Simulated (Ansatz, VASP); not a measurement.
**N in VASP and in Ansatz**

```
N
1.0
     2.50256    0.00000    0.00000
    -1.25128    2.16728    0.00000
     0.00000    0.00000    2.42959
N
2
Direct
  0.33333 0.66667 0.75000
  0.66667 0.33333 0.25000
```

Change from the starting cell: volume scaled by 0.98.

Alike in both runs: task single point; functional PBE; k mesh 12 × 12 × 11; occupations fermi-dirac, width 0.05 eV; no spin polarisation.

```csv
,VASP,Ansatz
version,VASP 6.6.1,Ansatz 0.2.0
potentials or method,"VASP PAW PBE potentials, release 64 (N), cutoff 520 eV","all-electron LAPW, scalar-relativistic"
```

|  | VASP | Ansatz | Ansatz less VASP |
| --- | --- | --- | --- |
| gap on the k mesh at the Fermi level (eV) | none | none | - |
| pressure (GPa) | 14.9 | 14.7 | -0.19 |
| largest component of the traceless stress (GPa) | 7.25 | 7.37 | +0.112 |

A gap of «none» marks a metal or a gap that the smearing closes. Ansatz ran all-electron here, so the differences hold the error of VASP's frozen core and of both bases.
